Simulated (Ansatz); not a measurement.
MgSe, 2 atoms in the cell. Symmetry: Fm-3m, No. 225, cubic system. The conventional cell has a = 5.451 Å, b = 5.451 Å, c = 5.451 Å, α = 90.00°, β = 90.00°, γ = 90.00°. Around Se (site symmetry m-3m) lie 6 Mg at 2.73 Å. Mg (site symmetry m-3m) has 6 Se at 2.73 Å as nearest neighbours. 

* Program: Ansatz 0.2.0
* Task: band structure
* Functional: HSE03
* Potentials or basis: Ansatz PAW
* Cutoff: 420 eV (not typed: the program's choice for these potentials)
* k mesh: 4 × 4 × 4
* Occupations: fermi-dirac, width 0.05 eV
* Spin: no spin polarisation
* Path: [["G", "X", "W", "K", "G", "L", "U", "W", "L", "K"], ["U", "X"]]
* Points for each segment of the path: 4

Hardware: 1 × NVIDIA H100 80GB HBM3 with 2 threads of AMD EPYC 7R13 Processor (Zen 3) (shared host).

Question: Estimate the wall time of this run.

Answer: Wall time 12 s on 1 × NVIDIA H100 80GB HBM3 with 2 threads of AMD EPYC 7R13 Processor (Zen 3), on a shared host, peak memory 1.5 GiB. Counts: scf iterations 11, plane waves 749, k points 8, bands 19.
